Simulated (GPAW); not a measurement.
# Co (P6_3/mmc) in GPAW: single point with r2SCAN

Aim: the single point of Co with r2SCAN.

All numbers are computed with GPAW 26.7.0; they aren't measurements. Logs are shortened: lines on timing, memory, paths and dates and some standing lists are left out, and cuts for length are marked. The log counts tension as positive stress, the text compression.

## Step 1: The crystal as given

Symmetry: P6_3/mmc, No. 194, hexagonal system. Conventional cell: a = 2.472 Å, b = 2.472 Å, c = 4.021 Å, α = 90.00°, β = 90.00°, γ = 120.00°. Co (site symmetry -6m2) has 12 Co at 2.47 Å as nearest neighbours.

## Step 2: Single point, r2SCAN, collinear spin, ferromagnetic start

Contents of run.py:

```python
from ase import Atoms
from ase.dft.bandgap import bandgap
from ase.io import write
from ase.units import GPa
from gpaw import GPAW, PW

atoms = Atoms(['Co', 'Co'],
              cell=[[2.4719999032, 0.0, 0.0],
                    [-1.2359999516, 2.1408147143, 0.0],
                    [0.0, 0.0, 4.02114408]],
              scaled_positions=[[0.6666666667, 0.3333333333, 0.75],
                                [0.3333333333, 0.6666666667, 0.25]],
              pbc=True)
atoms.set_initial_magnetic_moments([3.0, 3.0])

calc = GPAW(mode=PW(400),
            xc='MGGA_X_R2SCAN+MGGA_C_R2SCAN',
            kpts={'size': (10, 10, 6), 'gamma': True},
            occupations={'name': 'fermi-dirac', 'width': 0.05},
            nbands=21,
            maxiter=120,
            txt='gpaw.txt')
atoms.calc = calc
energy = atoms.get_potential_energy()
forces = atoms.get_forces()
stress = atoms.get_stress()
calc.write('gs.gpw')
write('result.traj', atoms)
print(f'Energy: {energy:.6f} eV')
print('Forces (eV/A):')
print(forces.round(4))
print('Stress (GPa):', (stress / GPa).round(3))
print('Moments:', calc.get_magnetic_moments().round(3))
print('Fermi level:', round(calc.get_fermi_level(), 4), 'eV')
print(f'Gap: {bandgap(calc)[0]:.4f} eV, direct: {bandgap(calc, direct=True)[0]:.4f} eV')
```

Potentials or basis: GPAW PAW data sets (gpaw-data 1.2.1), pw.

The run is started by

```bash
OMP_NUM_THREADS=1 python run.py
```

gpaw.txt:

```text
__  _  _
 | _ |_)|_||  |
 |__||  | ||/\| - 26.7.0

Input parameters:
  mode=PW(ecut=400.0),
  kpts=MonkhorstPack(size=(10, 10, 6), gamma=True),
  maxiter=120,
  nbands=21,
  occupations=Occupations(name='fermi-dirac', width=0.05),
  xc=XC(name='MGGA_X_R2SCAN+MGGA_C_R2SCAN')

Diagonalizing LCAO Hamiltonian
Converting LCAO to pw mode

          Co

        Co

Atoms  # Å, Bohr magnetons
|   | symbol |         x |        y |        z |    initial magnetic moments |
|---|--------|-----------|----------|----------|-----------------------------|
| 0 |     Co |  1.236000 | 0.713605 | 3.015858 | ( 0.0000,  0.0000,  3.0000) |
| 1 |     Co | -0.000000 | 1.427210 | 1.005286 | ( 0.0000,  0.0000,  3.0000) |

Unit cell  # Å
| periodic |         x |        y |        z |  lengths |     angles |
|----------|-----------|----------|----------|----------|------------|
|      yes |  2.472000 | 0.000000 | 0.000000 | 2.472000 |  90.000000 |
|      yes | -1.236000 | 2.140815 | 0.000000 | 2.472000 |  90.000000 |
|      yes |  0.000000 | 0.000000 | 4.021144 | 4.021144 | 120.000000 |

Number of symmetries: 12
Symmetry operations  # r_c * U_cc + t_c -> r_c
|    | kind |            matrix            |
|----|------|------------------------------|
|  0 |  σ   |  1, 1, 0,  0,-1, 0,  0, 0, 1 |
|  1 |  S6  |  1, 1, 0, -1, 0, 0,  0, 0,-1 |
|  2 |  E   |  1, 0, 0,  0, 1, 0,  0, 0, 1 |
|  3 |  C2  |  1, 0, 0, -1,-1, 0,  0, 0,-1 |
|  4 |  C2  |  0, 1, 0,  1, 0, 0,  0, 0,-1 |
|  5 |  C3  |  0, 1, 0, -1,-1, 0,  0, 0, 1 |
|  6 |  S6  |  0,-1, 0,  1, 1, 0,  0, 0,-1 |
|  7 |  σ   |  0,-1, 0, -1, 0, 0,  0, 0, 1 |
|  8 |  σ   | -1, 0, 0,  1, 1, 0,  0, 0, 1 |
|  9 |  i   | -1, 0, 0,  0,-1, 0,  0, 0,-1 |
| 10 |  C3  | -1,-1, 0,  1, 0, 0,  0, 0, 1 |
| 11 |  C2  | -1,-1, 0,  0, 1, 0,  0, 0,-1 |

BZ-sampling:
  Number of BZ points: 600
  Number of IBZ points: 72

  Monkhorst-Pack size: [10, 10, 6]
  Monkhorst-Pack shift: [0.05, 0.05, 0.08333333333333333]

K-points  # in reciprocal-cell coordinates
|     |                                coordinates |     weight |
|-----|--------------------------------------------|------------|
|   0 | (  0.00000000,   0.00000000,   0.00000000) | 0.00166667 |
|   1 | (  0.00000000,   0.00000000,   0.16666667) | 0.00333333 |
|   2 | (  0.00000000,   0.00000000,   0.33333333) | 0.00333333 |
|   3 | (  0.00000000,   0.00000000,   0.50000000) | 0.00166667 |
|   4 | (  0.10000000,   0.00000000,  -0.33333333) | 0.01000000 |
|   5 | (  0.10000000,   0.00000000,  -0.16666667) | 0.01000000 |
|   6 | (  0.10000000,   0.00000000,   0.00000000) | 0.01000000 |
|   7 | (  0.10000000,   0.00000000,   0.16666667) | 0.01000000 |
|   8 | (  0.10000000,   0.00000000,   0.33333333) | 0.01000000 |
|   9 | (  0.10000000,   0.00000000,   0.50000000) | 0.01000000 |
| ... |                                            |            |
|  71 | (  0.50000000,   0.50000000,   0.50000000) | 0.00500000 |

Plane wave coefficients: 394
Cutoff: 400.0 eV

Spin-components: 2 (collinear spins)
Bands:           21
Projectors:      12
Spin-degeneracy: 1
Datatype:        complex128

Parallelization:
  kpt:    1
  domain: 1
  band:   1

Density:
  Valence electrons: 18.0
  Components: 2
  Grid points: [12 12 20]
  Charge: 0.0  # |e|

Potential:
  Grid points: [12 12 20]

species:
  Co:
    name:    Cobalt
    Z:       27.0
    valence: 9
    core:    18
    charge:  0.0  # [|e|]
    compensation charges:
      type: gauss
      rc: 0.32  # [Å]
      lmax: 2
    cutoffs:
      filter: 1.87  # [Å]
      core: 2.55  # [Å]
    projectors
    | kind |    occ | energy [eV] | rcut [Å] |
    |------|--------|-------------|----------|
    |   4s |  2.000 |      -5.469 |    1.005 |
    |   4p |  0.000 |      -1.277 |    1.058 |
    |   3d |  7.000 |      -8.205 |    1.005 |
    |    s |        |      21.742 |    1.005 |
    |    p |        |      25.934 |    1.058 |
    |    d |        |      19.007 |    1.005 |

    Using partial waves for Co as LCAO basis

Reference energy: -75805.419811  # eV

eigensolver:
  PPCG
  Converge bands: occupied
  niter=2

density mixing:
  MSR1-Mixer
  Pratt-step length: 0.05
  Maximum mixing coefficient: 0.75
  Old densities: 10
  SVD Regularization: 0.005
  Good broyden scale: 1.0
  Trust region scale: 1.0
  Backstep threshold: 4.0
  History deletion threshold: 6.0
  Fourier metric: weight=20.0, sigma=0.015

occupation numbers:
  Fermi-Dirac:
    width: 0.0500  # eV

poisson solver:
  ecut: 3200.0  # eV

xc functional:
  name: MGGA_X_R2SCAN+MGGA_C_R2SCAN with 2 nearest neighbor stencil

convergence criteria:
- Maximum [total energy] change in last 3 cyles: 0.0005 eV / valence electron
- Maximum integral of absolute [dens]ity change: 0.0001 electrons / valence electron
- Maximum integral of absolute [eigenst]ate change: 4e-08 eV^2 / valence electron
maximum number of iterations: 120

SCF iterations
|iter     | |      energy | eigst |  dens |  magmom |
|---------|-|-------------|-------|-------|---------|
|iter:   1| |  -24.564335 | +0.24 |       |  +6.0094|
|iter:   2| |  -25.888480 | -1.13 | -0.86 |  +5.9208|
|iter:   3| |  -26.361297 | -2.08 | -0.89 |  +5.0805|
|iter:   4| |  -26.650708 | -2.33 | -1.07 |  +4.0069|
|iter:   5| |  -26.679718 | -3.38 | -1.53 |  +3.4209|
|iter:   6| |  -26.684115 | -4.08 | -2.07 |  +3.4420|
|iter:   7| |  -26.684396c| -4.84 | -2.31 |  +3.4082|
|iter:   8| |  -26.684720c| -5.33 | -2.55 |  +3.4456|
|iter:   9| |  -26.684734c| -6.39 | -3.13 |  +3.4443|
|iter:  10| |  -26.684733c| -7.10 | -3.68 |  +3.4471|
|iter:  11| |  -26.684732c| -7.61c| -4.36c|  +3.4473|

Converged in 11 steps
Energy contributions relative to reference atoms: (reference = -75805.419811)

Energy contributions:
  Kinetic:          25.487255
  Coulomb:         -21.418488
  Zero:              0.819588
  External:          0.000000
  Xc:              -31.566742
  Entropy:          -0.012691
  Spinorbit:         0.000000
  ----------------------------
  Free energy:     -26.691078
  Extrapolated:    -26.684732

dipole moment: (-0.000001, -0.000002, -0.000003)  # |e|*Ang

Total magnetic moment: (0.000000, 0.000000, 3.447326)

Local magnetic moments
|        x |        y |        z |
|----------|----------|----------|
| 0.000000 | 0.000000 | 1.866000 |  # Co   0
| 0.000000 | 0.000000 | 1.866000 |  # Co   1

Fermi level: 11.051
Eigenvalues  # (at kpt = [0.000, 0.000, 0.000])
| band index |      eig [eV] | occ [0-1] |      eig [eV] | occ [0-1] |
|------------|---------------|-----------|---------------|-----------|
|          0 |         1.394 |     1.000 |         0.846 |     1.000 |
|        ... |               |           |               |           |
|          2 |         7.644 |     1.000 |        10.017 |     1.000 |
|          3 |         7.690 |     1.000 |        10.060 |     1.000 |
|          4 |         7.690 |     1.000 |        10.120 |     1.000 |
|          5 |         8.005 |     1.000 |        10.120 |     1.000 |
|          6 |         8.005 |     1.000 |        10.519 |     1.000 |
|          7 |         8.350 |     1.000 |        10.520 |     1.000 |
|          8 |         8.350 |     1.000 |        11.061 |     0.453 |
|          9 |         9.455 |     1.000 |        11.061 |     0.452 |
|         10 |         9.455 |     1.000 |        12.360 |     0.000 |
|         11 |        10.567 |     1.000 |        12.360 |     0.000 |
|         12 |        17.282 |     0.000 |        18.762 |     0.000 |
|         13 |        34.028 |     0.000 |        33.589 |     0.000 |
|         14 |        36.637 |     0.000 |        37.091 |     0.000 |
|         15 |        36.637 |     0.000 |        37.222 |     0.000 |
|         16 |        37.319 |     0.000 |        37.410 |     0.000 |
|         17 |        37.535 |     0.000 |        37.410 |     0.000 |
|        ... |               |           |               |           |
|         20 |        41.430 |     0.000 |        43.154 |     0.000 |

No gap
No difference between direct/indirect transitions

Forces  # eV/Ang
|        x |        y |        z |
|----------|----------|----------|
| -0.00000 |  0.00000 |  0.00026 |  # Co   0
| -0.00000 | -0.00000 | -0.00026 |  # Co   1

Stress tensor  # eV/Ang^3
|        x |        y |        z |
|----------|----------|----------|
| 0.050460 | 0.000000 | 0.000000 |
| 0.000000 | 0.050460 | 0.000000 |
| 0.000000 | 0.000000 | 0.043945 |

# Writing to gs.gpw (mode='')
```

It took 55 s on 1 thread of Arm Neoverse V2, shared host; peak memory 0.22 GiB.

These settings aren't checked as converged: the numbers below hold their error.

Results:

- Free energy: -26.6911 eV
- Pressure: -7.7 GPa
- Band gap on the k mesh: none (metal or under the smearing width)
- Net moment: 3.45 μB per cell
- Site moments: Co +1.87 μB

Caveat: the cutoff is short for stress and forces, so pressures can be off by a GPa or more; the PAW data sets were made with another functional, which shifts forces and pressure a little.
